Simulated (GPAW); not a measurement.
# GaN (F-43m) in GPAW: notebook, part 2 of 2

GPAW 26.7.0. Earlier steps stand in the parts before.

## Step 3: Band structure, RPBE, spin-orbit coupling, no magnetisation

Contents of run.py:

```python
import numpy as np
from ase.dft.bandgap import bandgap
from ase.io import read, write
from ase.units import GPa
from gpaw import GPAW, PW
from gpaw.spinorbit import soc_eigenstates

atoms = read('POSCAR')

calc = GPAW(mode=PW(800),
            xc='RPBE',
            kpts={'size': (10, 10, 10), 'gamma': True},
            occupations={'name': 'fermi-dirac', 'width': 0.05},
            nbands=11,
            convergence={'density': 1e-05, 'energy': 1e-05},
            maxiter=150,
            txt='gpaw.txt')
atoms.calc = calc
energy = atoms.get_potential_energy()
forces = atoms.get_forces()
stress = atoms.get_stress()
calc.write('gs.gpw')
write('result.traj', atoms)
print(f'Energy: {energy:.6f} eV')
print('Forces (eV/A):')
print(forces.round(4))
print('Stress (GPa):', (stress / GPa).round(3))
print('Fermi level:', round(calc.get_fermi_level(), 4), 'eV')
print(f'Gap: {bandgap(calc)[0]:.4f} eV, direct: {bandgap(calc, direct=True)[0]:.4f} eV')

path = atoms.cell.bandpath('GXWKGLUWLK,UX', npoints=80, eps=1e-4)
bs_calc = calc.fixed_density(kpts=path, symmetry='off', nbands=19,
                             convergence={'bands': 'CBM+6.0', 'eigenstates': 1e-6}, txt='bands.txt')
bs = bs_calc.band_structure()
bs.write('bs.json')
print(f'Gap on the path: {bandgap(bs_calc)[0]:.4f} eV')

soc = soc_eigenstates(bs_calc, theta=54.7, phi=45)
np.savetxt('soc_bands.dat', soc.eigenvalues(), fmt='%.4f')
mesh = soc_eigenstates('gs.gpw', theta=54.7, phi=45)
np.savetxt('soc_mesh.dat', mesh.eigenvalues(), fmt='%.4f')
print('Fermi level with spin-orbit coupling:', round(mesh.fermi_level, 4), 'eV')
```

Contents of POSCAR:

```
GaN
1.0
    0.0000000000      2.2535006075      2.2535006075
    2.2535006075      0.0000000000      2.2535006075
    2.2535006075      2.2535006075      0.0000000000
Ga N
1 1
Direct
    0.0000000000      0.0000000000      0.0000000000
    0.2500000000      0.2500000000      0.2500000000
```

Potentials or basis: the program's PAW data sets (release 1.2.1) made for this functional, pw.

On the command line:

```
> OMP_NUM_THREADS=1 python run.py
```

Wall time 20 s (1 thread of Intel Xeon Platinum 8559C (Emerald Rapids), shared host); peak memory 0.25 GiB.

The run converged. Its results:

* Free energy: -11.2324 eV
* Pressure: 16.8 GPa
* Band gap on the k mesh: 1.85 eV, direct
* Band gap along the path: 1.85 eV, direct

Levels at the corners of the path, in eV from the valence-band top:
| point | band 5 | band 6 | band 7 | band 8 | band 9 | band 10 | band 11 | band 12 |
| --- | --- | --- | --- | --- | --- | --- | --- | --- |
| Γ | 0.00 | 0.00 | 0.00 | 0.00 | 1.85 | 1.85 | 10.25 | 10.25 |
| X | -2.67 | -2.67 | -2.62 | -2.62 | 3.44 | 3.44 | 6.84 | 6.84 |
| W | -3.75 | -3.74 | -3.58 | -3.53 | 6.34 | 6.35 | 8.57 | 8.58 |
| K | -4.26 | -4.21 | -2.14 | -2.14 | 5.12 | 5.12 | 8.04 | 8.04 |
| Γ | 0.00 | 0.00 | 0.00 | 0.00 | 1.85 | 1.85 | 10.25 | 10.25 |
| L | -0.97 | -0.97 | -0.94 | -0.94 | 4.80 | 4.80 | 8.88 | 8.88 |
| U | -4.26 | -4.21 | -2.14 | -2.14 | 5.12 | 5.12 | 8.04 | 8.04 |
| W | -3.75 | -3.74 | -3.58 | -3.53 | 6.34 | 6.35 | 8.57 | 8.58 |
| L | -0.97 | -0.97 | -0.94 | -0.94 | 4.80 | 4.80 | 8.88 | 8.88 |
| K | -4.26 | -4.21 | -2.14 | -2.14 | 5.12 | 5.12 | 8.04 | 8.04 |
| U | -4.26 | -4.21 | -2.14 | -2.14 | 5.12 | 5.12 | 8.04 | 8.04 |
| X | -2.67 | -2.67 | -2.62 | -2.62 | 3.44 | 3.44 | 6.84 | 6.84 |

Caveat: the data sets keep Ga 3d, Li 1s and Be 1s frozen, and some such compounds lay over 1.5 % in volume off other programs; spin-orbit coupling was added after a scalar SCF, so levels and gaps hold it while energy, forces, pressure and moments don't; this program's spin-orbit splittings come out too wide for heavy elements; so large a pressure means that the cell lies far from this level's equilibrium, or that cutoff or potentials fall short.

## Step 4: Equation of state, r2SCAN+D4

Contents of run.py:

```python
import spglib
from ase import Atoms
from ase.calculators.mixing import SumCalculator
from ase.eos import EquationOfState
from ase.io import Trajectory, read
from ase.units import GPa
from dftd4.ase import DFTD4
from gpaw import GPAW, PW

atoms = read('GaN.cif')
cell, positions, numbers = spglib.find_primitive(
    (atoms.cell[:], atoms.get_scaled_positions(), atoms.numbers), symprec=1e-4)
atoms = Atoms(numbers, cell=cell, scaled_positions=positions, pbc=True)

traj = Trajectory('eos.traj', 'w')
volumes, energies = [], []
for x in [0.94, 0.96, 0.98, 1.0, 1.02, 1.04, 1.06]:
    a = atoms.copy()
    a.set_cell(atoms.cell * x**(1 / 3), scale_atoms=True)
    calc = GPAW(mode=PW(800),
                xc='MGGA_X_R2SCAN+MGGA_C_R2SCAN',
                kpts={'size': (10, 10, 10), 'gamma': True},
                occupations={'name': 'fermi-dirac', 'width': 0.05},
                nbands=11,
                convergence={'density': 1e-05, 'energy': 1e-05},
                maxiter=150,
                txt=f'eos-{x:.2f}.txt')
    a.calc = SumCalculator([calc, DFTD4(method='r2scan')])
    energies.append(a.get_potential_energy())
    volumes.append(a.get_volume())
    p = -a.get_stress()[:3].mean() / GPa
    calc.write(f'eos-{x:.2f}.gpw')
    traj.write(a)
    print(f'{x:.2f} {volumes[-1]:10.4f} A^3 {energies[-1]:14.6f} eV {p:9.3f} GPa', flush=True)

v0, e0, B = EquationOfState(volumes, energies, eos='birchmurnaghan').fit()
print(f'V0 = {v0:.4f} A^3, E0 = {e0:.6f} eV, B0 = {B / GPa:.2f} GPa')
```

Contents of GaN.cif:

```cif
data_GaN
_cell_length_a 4.50700122
_cell_length_b 4.50700122
_cell_length_c 4.50700122
_cell_angle_alpha 90.00000000
_cell_angle_beta 90.00000000
_cell_angle_gamma 90.00000000
_space_group_name_H-M_alt 'F-43m'
_space_group_name_Hall 'F -4 2 3'
_space_group_IT_number 216
loop_
_space_group_symop_operation_xyz
'x,y,z'
'y,-x,-z'
'-x,-y,z'
'-y,x,-z'
'x,-y,-z'
'y,x,z'
'-x,y,-z'
'-y,-x,z'
'z,x,y'
'-z,y,-x'
'z,-x,-y'
'-z,-y,x'
'-z,x,-y'
'z,y,x'
'-z,-x,y'
'z,-y,-x'
'y,z,x'
'-x,-z,y'
'-y,z,-x'
'x,-z,-y'
'-y,-z,x'
'x,z,y'
'y,-z,-x'
'-x,z,-y'
'x,y+1/2,z+1/2'
'y,-x+1/2,-z+1/2'
'-x,-y+1/2,z+1/2'
'-y,x+1/2,-z+1/2'
'x,-y+1/2,-z+1/2'
'y,x+1/2,z+1/2'
'-x,y+1/2,-z+1/2'
'-y,-x+1/2,z+1/2'
'z,x+1/2,y+1/2'
'-z,y+1/2,-x+1/2'
'z,-x+1/2,-y+1/2'
'-z,-y+1/2,x+1/2'
'-z,x+1/2,-y+1/2'
'z,y+1/2,x+1/2'
'-z,-x+1/2,y+1/2'
'z,-y+1/2,-x+1/2'
'y,z+1/2,x+1/2'
'-x,-z+1/2,y+1/2'
'-y,z+1/2,-x+1/2'
'x,-z+1/2,-y+1/2'
'-y,-z+1/2,x+1/2'
'x,z+1/2,y+1/2'
'y,-z+1/2,-x+1/2'
'-x,z+1/2,-y+1/2'
'x+1/2,y,z+1/2'
'y+1/2,-x,-z+1/2'
'-x+1/2,-y,z+1/2'
'-y+1/2,x,-z+1/2'
'x+1/2,-y,-z+1/2'
'y+1/2,x,z+1/2'
'-x+1/2,y,-z+1/2'
'-y+1/2,-x,z+1/2'
'z+1/2,x,y+1/2'
'-z+1/2,y,-x+1/2'
'z+1/2,-x,-y+1/2'
'-z+1/2,-y,x+1/2'
'-z+1/2,x,-y+1/2'
'z+1/2,y,x+1/2'
'-z+1/2,-x,y+1/2'
'z+1/2,-y,-x+1/2'
'y+1/2,z,x+1/2'
'-x+1/2,-z,y+1/2'
'-y+1/2,z,-x+1/2'
'x+1/2,-z,-y+1/2'
'-y+1/2,-z,x+1/2'
'x+1/2,z,y+1/2'
'y+1/2,-z,-x+1/2'
'-x+1/2,z,-y+1/2'
'x+1/2,y+1/2,z'
'y+1/2,-x+1/2,-z'
'-x+1/2,-y+1/2,z'
'-y+1/2,x+1/2,-z'
'x+1/2,-y+1/2,-z'
'y+1/2,x+1/2,z'
'-x+1/2,y+1/2,-z'
'-y+1/2,-x+1/2,z'
'z+1/2,x+1/2,y'
'-z+1/2,y+1/2,-x'
'z+1/2,-x+1/2,-y'
'-z+1/2,-y+1/2,x'
'-z+1/2,x+1/2,-y'
'z+1/2,y+1/2,x'
'-z+1/2,-x+1/2,y'
'z+1/2,-y+1/2,-x'
'y+1/2,z+1/2,x'
'-x+1/2,-z+1/2,y'
'-y+1/2,z+1/2,-x'
'x+1/2,-z+1/2,-y'
'-y+1/2,-z+1/2,x'
'x+1/2,z+1/2,y'
'y+1/2,-z+1/2,-x'
'-x+1/2,z+1/2,-y'
loop_
_atom_site_label
_atom_site_type_symbol
_atom_site_symmetry_multiplicity
_atom_site_Wyckoff_symbol
_atom_site_fract_x
_atom_site_fract_y
_atom_site_fract_z
_atom_site_occupancy
Ga1 Ga 4 a 0.0000000000 0.0000000000 0.0000000000 1
N1 N 4 d 0.2500000000 0.2500000000 0.7500000000 1
```

Potentials or basis: GPAW PAW data sets (gpaw-data 1.2.1), pw.

On the command line:

```
> OMP_NUM_THREADS=1 python run.py
```

It took 3.4 min on 1 thread of Intel Xeon Platinum 8559C (Emerald Rapids), shared host; peak memory 0.56 GiB.

It converged, with:

* Equilibrium volume: 11.60 Å³/atom (rough: see the caveat)
* Bulk modulus: 218 GPa (rough)

Energy against volume, from the lowest point:
| volume (Å³/atom) | energy (meV/atom) |
| --- | --- |
| 10.757 | 48.06 |
| 10.986 | 24.40 |
| 11.215 | 9.14 |
| 11.444 | 1.28 |
| 11.673 | 0.00 |
| 11.902 | 4.77 |
| 12.131 | 14.77 |

Caveat: the data sets keep Ga 3d, Li 1s and Be 1s frozen, and some such compounds lay over 1.5 % in volume off other programs; the points scatter about the fit; the PAW data sets were made with another functional, which shifts forces and pressure a little.

## Step 5: Comparison with measurements

Step 3. Measured gap of GaN: 3.299 eV (direct; 0 K; a printed reference work, textbook). This calculation gives 1.85 eV (-1.44 eV). The value is that of RPBE, without temperature or zero-point motion. Semilocal functionals fall short of measured gaps as a rule. The cell is a database's relaxed one, not the measured one, which moves gaps too.
